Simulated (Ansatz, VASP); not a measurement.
This is a calculation of PbO (Litharge) for VASP 6.6.1.

Contents of INCAR:

```
  PREC = Accurate
  ENCUT = 520
  EDIFF = 1E-7
  ISMEAR = -1
  SIGMA = 0.05
  LREAL = False
  LASPH = True
  NELM = 100
  ALGO = Normal
  ISIF = 2
  LWAVE = False
  LCHARG = True
  GGA = PE
  LELF = True
  LVHAR = True
  NBANDS = 28
```

The input KPOINTS:

```
regular mesh
0
Gamma
  7 7 6
```

The input POSCAR:

```
PbO
1.0
    3.9900000000      0.0000000000      0.0000000000
    0.0000000000      3.9900000000      0.0000000000
    0.0000000000      0.0000000000      5.0100000000
Pb O
2 2
Direct
    0.5000000000      0.0000000000      0.7600000000
    0.0000000000      0.5000000000      0.2400000000
    0.5000000000      0.5000000000      0.0000000000
    0.0000000000      0.0000000000      0.0000000000
```

Potentials or basis: VASP PAW PBE potentials, release 64 (Pb_d, O).

Command:

```bash
$ cat potpaw_PBE.64/Pb_d/POTCAR potpaw_PBE.64/O/POTCAR > POTCAR
$ mpirun -np 1 vasp_std > vasp.out
```

Task: Translate it to Ansatz 0.2.0. Potentials there: all-electron LAPW, scalar-relativistic.

Result: As run (the cutoff follows the program's own potentials):

Contents of input.yaml:

```yaml
crystal:
  lattice:
    - [3.99, 0.0, 0.0]
    - [0.0, 3.99, 0.0]
    - [0.0, 0.0, 5.01]
  atoms:
    - { symbol: Pb, position: [0.5, 0.0, 0.76] }
    - { symbol: Pb, position: [0.0, 0.5, 0.24] }
    - { symbol: O, position: [0.5, 0.5, 0.0] }
    - { symbol: O, position: [0.0, 0.0, 0.0] }
kpoints:
  mp_grid: { grid: [7, 7, 6] }
scf:
  occupations: { method: fermi_dirac, width: 0.05 }
hamiltonian:
  xc: pbe
  pseudopotentials: { kind: all_electron, lapw: { basis_error: 0.001 } }
output:
  forces: true
  stress: true
  eigenvalues: true
```

Potentials or basis: all-electron LAPW, scalar-relativistic.

Run with:

```sh
$ ansatz run input.yaml --threads 2 --pin off --max-ram 6144MiB --backend cpu --events-out ev --progress --plain --runs-dir out
```

Both were run:

|  | VASP | Ansatz | Ansatz less VASP |
| --- | --- | --- | --- |
| gap on the k mesh at the Fermi level (eV) | 1.42 | 1.41 | -0.008 |
| least direct gap on the mesh (eV) | 2.37 | 2.39 | +0.018 |
| pressure (GPa) | 3.0 | 3.0 | -0.05 |
| largest component of the traceless stress (GPa) | 0.79 | 0.78 | -0.005 |
| rms of the force components (eV/Å) | 0.012 | 0.003 | -0.0086 |

Atom by atom the forces differ by 0.015 eV/Å (rms over components). Ansatz ran all-electron here, so the differences hold the error of VASP's frozen core and of both bases.

Caveats: spin-orbit coupling is left out, which as a rule narrows the gap of such compounds by several tenths of an eV; an odd mesh through Γ misses points on the zone boundary, where band edges often lie.
